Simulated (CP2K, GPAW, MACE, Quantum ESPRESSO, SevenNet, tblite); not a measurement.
## Quantum ESPRESSO on hcp Mg, size series (36 atoms): settings compared

How far do other settings of Quantum ESPRESSO move the forces in hcp Mg, size series (36 atoms)? One run of the same program serves as the yardstick.

Main program and level: Quantum ESPRESSO 7.5; the method is named at each step.

## 1. The structure

The cell holds 36 atoms: 36 Mg. Cell: a = 9.627 Å, b = 9.627 Å, c = 10.422 Å, α = 90.0°, β = 90.0°, γ = 120.0°. It derives from Mg (hcp), repeated 3×3×2. Hcp Mg (a = 3.209 Å, c = 5.211 Å), 3 x 3 x 2 conventional cells; every coordinate displaced by a Gaussian of 0.03 Å. Then every atom was moved at random, 0.05 Å r.m.s. a Cartesian component.

The yardstick, on the same geometry:

| Property | Result |
| --- | --- |
| method | Kohn-Sham DFT, PBE, SSSP efficiency 1.3.0 pseudopotentials, plane waves (Quantum ESPRESSO 7.5); sssp-pbe-1.3.0-efficiency, cutoffs 45/360 Ry, Γ point |
| r.m.s. force component | 0.1009 eV/Å |
| longest force | 0.3265 eV/Å |
| pressure | 0.283 GPa |
| time | 39 s on 4 MPI ranks of Intel Xeon Platinum 8375C at 2.90GHz (Ice Lake), shared host |
| CPU time | 2.6 min |

## 2. PBE, gbrv-1.5, 40/200 Ry

Method: Kohn-Sham DFT, PBE, GBRV 1.5 ultrasoft pseudopotentials, plane waves.

File pw.in:

```
&control
  calculation = 'scf'
  pseudo_dir = './pseudo'
  outdir = './tmp'
  disk_io = 'none'
  tprnfor = .true.
  tstress = .true.
/
&system
  ibrav = 0
  nat = 36
  ntyp = 1
  ecutwfc = 40
  ecutrho = 200
  nosym = .true.
  occupations = 'smearing'
  smearing = 'fd'
  degauss = 0.003675
/
&electrons
  conv_thr = 1.8e-07
  electron_maxstep = 100
  mixing_beta = 0.2
  mixing_mode = 'local-TF'
  diagonalization = 'david'
/
ATOMIC_SPECIES
Mg 24.305 Mg.upf
CELL_PARAMETERS angstrom
9.62700 0.00000 0.00000
-4.81350 8.33723 0.00000
0.00000 0.00000 10.42200
ATOMIC_POSITIONS crystal
Mg 0.99885 0.98746 0.99898
Mg 0.10652 0.22020 0.24319
Mg 0.00987 0.01315 0.48788
Mg 0.10297 0.21306 0.75568
Mg 0.00638 0.33386 0.00032
Mg 0.10385 0.55151 0.24859
Mg 0.00074 0.33227 0.49495
Mg 0.11006 0.54754 0.75015
Mg 0.00618 0.67344 0.99982
Mg 0.10193 0.89052 0.25286
Mg 0.00483 0.65825 0.50318
Mg 0.10572 0.88768 0.75110
Mg 0.34229 0.00434 0.99382
Mg 0.43501 0.21926 0.24733
Mg 0.33584 0.00072 0.49718
Mg 0.44305 0.22371 0.75169
Mg 0.33794 0.33981 0.00830
Mg 0.44812 0.56073 0.24805
Mg 0.33479 0.32791 0.50217
Mg 0.44344 0.55176 0.74174
Mg 0.33808 0.67557 0.99979
Mg 0.45929 0.88089 0.25306
Mg 0.32962 0.66538 0.50238
Mg 0.44709 0.88695 0.75608
Mg 0.66968 0.00606 0.00575
Mg 0.77146 0.22312 0.24980
Mg 0.66725 0.99590 0.50857
Mg 0.77279 0.22836 0.75200
Mg 0.66542 0.33415 0.00134
Mg 0.77867 0.56451 0.25965
Mg 0.66788 0.34016 0.49826
Mg 0.79411 0.55678 0.74458
Mg 0.67702 0.67415 0.00789
Mg 0.78899 0.88505 0.24966
Mg 0.66732 0.67390 0.50453
Mg 0.77672 0.88523 0.75016
K_POINTS gamma
```

Run with:

```console
> OMP_NUM_THREADS=1 mpirun -np 2 pw.x -in pw.in > output.txt
```

What it wrote:

```text
Program PWSCF
     gamma-point specific algorithms are used
     Parallelization info
     sticks:   dense  smooth     PW     G-vecs:    dense   smooth      PW
     Min        2271    1821    456               134755    96459   12040
     Max        2272    1822    457               134764    96466   12047
     Sum        4543    3643    913               269519   192925   24087
     bravais-lattice index     =            0
     lattice parameter (alat)  =      18.1924  a.u.
     unit-cell volume          =    5644.9542 (a.u.)^3
     number of atoms/cell      =           36
     number of atomic types    =            1
     number of electrons       =       360.00
     number of Kohn-Sham states=          216
     kinetic-energy cutoff     =      40.0000  Ry
     charge density cutoff     =     200.0000  Ry
     scf convergence threshold =      1.8E-07
     mixing beta               =       0.2000
     number of iterations used =            8  local-TF  mixing
     Exchange-correlation=  SLA  PW   PBX  PBC
                           (   1   4   3   4   0   0   0)
     crystal axes: (cart. coord. in units of alat)
               a(1) = (   1.000000   0.000000   0.000000 )
               a(2) = (  -0.500000   0.866026   0.000000 )
               a(3) = (   0.000000   0.000000   1.082580 )
     reciprocal axes: (cart. coord. in units 2 pi/alat)
               b(1) = (  1.000000  0.577350 -0.000000 )
               b(2) = (  0.000000  1.154700  0.000000 )
               b(3) = (  0.000000 -0.000000  0.923719 )
     PseudoPot. # 1 for Mg:
     Pseudo is Ultrasoft, Zval = 10.0
     atomic species   valence    mass     pseudopotential
     Mg               10.00    24.30500     Mg( 1.00)
     No symmetry found
   Cartesian axes
     number of k points=     1  Fermi-Dirac smearing, width (Ry)=  0.0037
                       cart. coord. in units 2pi/alat
        k(    1) = (   0.0000000   0.0000000   0.0000000), wk =   2.0000000
     Dense  grid:   134760 G-vectors     FFT dimensions: (  81,  81,  90)
     Smooth grid:    96463 G-vectors     FFT dimensions: (  75,  75,  80)
     Initial potential from superposition of free atoms
     starting charge     349.1917, renormalised to     360.0000
     Starting wfcs are  180 randomized atomic wfcs +   36 random wfcs
     Self-consistent Calculation
     iteration #  1     ecut=    40.00 Ry     beta= 0.20
     total energy              =   -4512.94802511 Ry
     estimated scf accuracy    <       5.38171473 Ry
     iteration #  2     ecut=    40.00 Ry     beta= 0.20
     total energy              =   -4510.25264415 Ry
     estimated scf accuracy    <       3.96249833 Ry
     iteration #  3     ecut=    40.00 Ry     beta= 0.20
     total energy              =   -4510.76319466 Ry
     estimated scf accuracy    <       0.33138828 Ry
     iteration #  4     ecut=    40.00 Ry     beta= 0.20
     total energy              =   -4510.72181311 Ry
     estimated scf accuracy    <       0.11346798 Ry
     iteration #  5     ecut=    40.00 Ry     beta= 0.20
     total energy              =   -4510.72438447 Ry
     estimated scf accuracy    <       0.01101601 Ry
     iteration #  6     ecut=    40.00 Ry     beta= 0.20
     c_bands:  1 eigenvalues not converged
     total energy              =   -4510.72374810 Ry
     estimated scf accuracy    <       0.00269445 Ry
     iteration #  7     ecut=    40.00 Ry     beta= 0.20
     total energy              =   -4510.72428541 Ry
     estimated scf accuracy    <       0.00016847 Ry
     iteration #  8     ecut=    40.00 Ry     beta= 0.20
     total energy              =   -4510.72427957 Ry
     estimated scf accuracy    <       0.00005908 Ry
     iteration #  9     ecut=    40.00 Ry     beta= 0.20
     total energy              =   -4510.72427992 Ry
     estimated scf accuracy    <       0.00001547 Ry
     iteration # 10     ecut=    40.00 Ry     beta= 0.20
     total energy              =   -4510.72428209 Ry
     estimated scf accuracy    <       0.00000076 Ry
     iteration # 11     ecut=    40.00 Ry     beta= 0.20
     total energy              =   -4510.72428252 Ry
     estimated scf accuracy    <       0.00000045 Ry
     iteration # 12     ecut=    40.00 Ry     beta= 0.20
     End of self-consistent calculation
          k = 0.0000 0.0000 0.0000 ( 12044 PWs)   bands (ev):
   -70.8679 -70.8330 -70.8159 -70.8124 -70.8012 -70.7992 -70.7811 -70.7801
   -70.7722 -70.7616 -70.7596 -70.7590 -70.7586 -70.7576 -70.7550 -70.7540
   -70.7513 -70.7392 -70.7347 -70.7340 -70.7340 -70.7231 -70.7211 -70.7199
   -70.7081 -70.7059 -70.7032 -70.7006 -70.7001 -70.6918 -70.6896 -70.6764
   -70.6638 -70.6473 -70.5971 -70.5528 -37.6447 -37.6407 -37.6253 -37.6143
   -37.6063 -37.5973 -37.5940 -37.5887 -37.5885 -37.5863 -37.5858 -37.5825
   -37.5782 -37.5710 -37.5693 -37.5659 -37.5636 -37.5585 -37.5570 -37.5549
   -37.5539 -37.5535 -37.5484 -37.5456 -37.5442 -37.5416 -37.5404 -37.5397
   -37.5387 -37.5378 -37.5367 -37.5364 -37.5343 -37.5340 -37.5333 -37.5328
   -37.5325 -37.5316 -37.5312 -37.5302 -37.5289 -37.5268 -37.5262 -37.5219
   -37.5213 -37.5207 -37.5197 -37.5188 -37.5157 -37.5135 -37.5130 -37.5119
   -37.5115 -37.5095 -37.5080 -37.5072 -37.5064 -37.5044 -37.5027 -37.5017
[...]
5.5622   5.6070   5.6273   5.6342   5.6672   5.6847   5.7108   5.8473
     5.8513   5.8677   5.8909   5.9151   5.9305   5.9481   5.9862   6.0064
     6.0552   6.8354   6.8409   6.8441   6.8511   7.1356   7.1468   7.1612
     7.1804   7.1969   7.2211   8.0165   8.0368   8.0599   8.0668   8.0712
     8.0916   8.1168   8.1214   8.1258   8.1463   8.1719   8.1856   9.4105
     the Fermi energy is     5.6628 ev
!    total energy              =   -4510.72428339 Ry
     estimated scf accuracy    <       0.00000003 Ry
     smearing contrib. (-TS)   =      -0.03900459 Ry
     internal energy E=F+TS    =   -4510.68527879 Ry
     The total energy is F=E-TS. E is the sum of the following terms:
     one-electron contribution =   -3789.94128767 Ry
     hartree contribution      =    1812.29259451 Ry
     xc contribution           =    -607.57537851 Ry
     ewald contribution        =   -1925.46120712 Ry
     convergence has been achieved in  12 iterations
     Forces acting on atoms (cartesian axes, Ry/au):
     atom    1 type  1   force =    -0.00115062    0.00915169   -0.00089189
     atom    2 type  1   force =     0.00347955    0.00090907    0.00430916
     atom    3 type  1   force =    -0.00020756   -0.01004810    0.00788175
     atom    4 type  1   force =     0.00295022    0.00238120   -0.00295459
     atom    5 type  1   force =    -0.00537093    0.00351201   -0.00091008
     atom    6 type  1   force =     0.00260296    0.00347626    0.00065633
     atom    7 type  1   force =    -0.00209748    0.00314523    0.00418197
     atom    8 type  1   force =     0.00141102    0.00379743   -0.00028219
     atom    9 type  1   force =    -0.00107393   -0.00753109    0.00227062
     atom   10 type  1   force =     0.00792978   -0.00256194   -0.00453194
     atom   11 type  1   force =    -0.00800983    0.00412090   -0.00126811
     atom   12 type  1   force =     0.00337145    0.00062940   -0.00364567
[...]
atom   32 type  1   force =    -0.00981821   -0.00049302    0.00614791
     atom   33 type  1   force =    -0.00321797   -0.00056834   -0.00525192
     atom   34 type  1   force =    -0.00987089    0.00553325    0.00082918
     atom   35 type  1   force =     0.00432590   -0.00066917   -0.00529644
     atom   36 type  1   force =     0.00016426    0.00199087    0.00261887
     Total force =     0.040869     Total SCF correction =     0.000534
     Computing stress (Cartesian axis) and pressure
          total   stress  (Ry/bohr**3)                   (kbar)     P=        3.69
   0.00009532  -0.00000669   0.00000140           14.02       -0.98        0.21
  -0.00000669   0.00011180  -0.00000110           -0.98       16.45       -0.16
   0.00000140  -0.00000110  -0.00013192            0.21       -0.16      -19.41
     Message from routine punch:
     Nothing written, as per user request (disk_io='none')
```

The job ended after 78 s (2 MPI ranks of Intel Xeon Platinum 8375C at 2.90GHz (Ice Lake), shared host; peak memory 0.92 GiB).

Banners, paths, timers and routine set-up lines are dropped from the logs unmarked, and long logs keep their key lines alone; longer cuts are marked.

Against the reference:

* r.m.s. force component: 0.1011 eV/Å
* r.m.s. difference of force components: 1.292 meV/Å
* longest difference of force vectors: 3.61 meV/Å
* force difference over r.m.s. force: 1.281 %
* slope of forces against the reference's: 1.002
* correlation of force components: 0.9999
* pressure: 0.3687 GPa
* pressure difference: 0.0857 GPa

The surroundings of Mg20, picked at random, nearest first, numbered as they follow in the input and with coordinates relative to it.

```
atom      x      y      z  distance (Å)  bonds      Fx      Fy  Fz (eV/Å)
Mg20   0.00   0.00   0.00          0.00     12  -0.029   0.069      0.137
Mg35   1.57   1.02  -2.47          3.10     12   0.111  -0.017     -0.136
Mg19   0.03  -1.87  -2.50          3.12     12  -0.094   0.064     -0.031
Mg23  -1.64   0.95  -2.49          3.13     12   0.154  -0.042     -0.062
Mg16   1.58  -2.74   0.10          3.16     12   0.072   0.002     -0.027
 Mg8  -3.19  -0.04   0.09          3.19     12   0.036   0.098     -0.007
Mg36   1.60   2.78   0.09          3.21     12   0.004   0.051      0.067
Mg24  -1.58   2.79   0.15          3.21     12  -0.025   0.002     -0.079
 Mg4  -1.65  -2.82   0.15          3.27     12   0.076   0.061     -0.076
Mg17   0.00  -1.77   2.78          3.29     12  -0.024  -0.187     -0.143
Mg21  -1.61   1.03   2.69          3.30     12   0.089  -0.082     -0.049
Mg32   3.35   0.04   0.03          3.35     12  -0.252  -0.013      0.158
Mg33   1.66   1.02   2.77          3.39     12  -0.083  -0.015     -0.135
```

Forces lie 1.3 % from the reference's, at 1.0 times its CPU time (on 2 against 4 cores).

## 3. A run with a doubtful setting

The pseudopotential files are exchanged too: ./pseudo now holds the set sssp-pbe-1.3.0-efficiency.

Edit pw.in of step 2 so:

```diff
@@ -10,6 +10,6 @@
   ibrav = 0
-  nat = 36
+  nat = 37
   ntyp = 1
-  ecutwfc = 40
-  ecutrho = 200
+  ecutwfc = 45
+  ecutrho = 360
   nosym = .true.
@@ -21,3 +21,3 @@
   conv_thr = 1.8e-07
-  electron_maxstep = 100
+  electron_maxstep = 50
   mixing_beta = 0.2
```

What it wrote:

```text
Program PWSCF
 %%%%%%%%%%%%%%%%%%%%%%%%%%%%%%%%%%%%%%%%%%%%%%%%%%%%%%%%%%%%%%%%%%%%%%%%%%%%%%
     Error in routine read_cards (37):
     wrong number of columns in ATOMIC_POSITIONS
 %%%%%%%%%%%%%%%%%%%%%%%%%%%%%%%%%%%%%%%%%%%%%%%%%%%%%%%%%%%%%%%%%%%%%%%%%%%%%%
```

Run time: 0.74 s. Hardware: 2 MPI ranks; peak memory 0.15 GiB.

The program stopped at the start. The fault in the input: a wrong count of atoms (nat = 36 written as nat = 37).

## 4. Outcome

```yaml
force_difference_from_the_reference: QE PBE, gbrv-1.5, 40/200 Ry, 1.3 %
its_cpu_time: 2.6 min
```

**Reading.** PBE on plane waves or a grid with other potentials, cutoffs or grids differs from the reference by 1.3 % (QE PBE, gbrv-1.5, 40/200 Ry) of the r.m.s. force; this holds the reference's own error, so differences of a few per cent don't tell which side is nearer the exact PBE result. The potentials hold different valence shells: 72 electrons in the reference, 360 in Quantum ESPRESSO with GBRV; this bears on time and differences. The reference's pressure holds the uncorrected Pulay stress of its 45 Ry basis, so small pressure differences, and their order, may be the reference's own error. The reference's stress is far from hydrostatic: its diagonal is 1.3, 1.6, -2.1 GPa, compression counted positive. The electronic-structure runs sample only Γ, in a cell whose shortest periodic width is 8 Å, which is coarse for a cell with partly filled levels.

[Also dropped from logs without a mark: logging warnings of Python, and SIESTA's first energy breakdown and zero terms.]

[Logs are printed without paths, hosts, clocks, repeated set-up lines and the standing remarks that a program may print on its own settings, such as how far it seeks lower states.]

[Hosts, paths, dates, database ids (printed as entryN), source tags and the programs' standing remarks are cut or masked in the printed files.]
